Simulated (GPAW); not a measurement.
The system is TiO2.

```
CELL_PARAMETERS angstrom
4.59984 0.00000 0.00000
0.00000 4.59984 0.00000
0.00000 0.00000 2.95921
ATOMIC_POSITIONS crystal
Ti 0.00000 0.00000 0.50000
Ti 0.50000 0.50000 0.00000
O 0.30432 0.30432 0.50000
O 0.19568 0.80432 0.00000
O 0.80432 0.19568 0.00000
O 0.69568 0.69568 0.50000
```

The cell is a database's computed one.

Base run:

```yaml
Program: GPAW 26.7.0
Functional: PBEsol
Potentials_or_basis: PAW data sets generated in the run's folder for this functional
Cutoff: 800 eV
Basis: pw
k_mesh: 4 × 4 × 7
Occupations: fermi-dirac, width 0.05 eV
Spin: no spin polarisation
Hubbard_terms: Ti d U = 6 eV
```

Its results: band gap on the k mesh 2.81 eV, indirect (least direct gap 2.86 eV); pressure 5.7 GPa; largest force 0.064 eV/Å.

Problem. The run is repeated on the same cell with these changes: hubbard terms from Ti d U = 6 eV to Ti d U = 3 eV. What comes out?

Solution. Band gap on the k mesh 2.30 eV, direct; pressure 2.0 GPa; largest force 0.014 eV/Å.
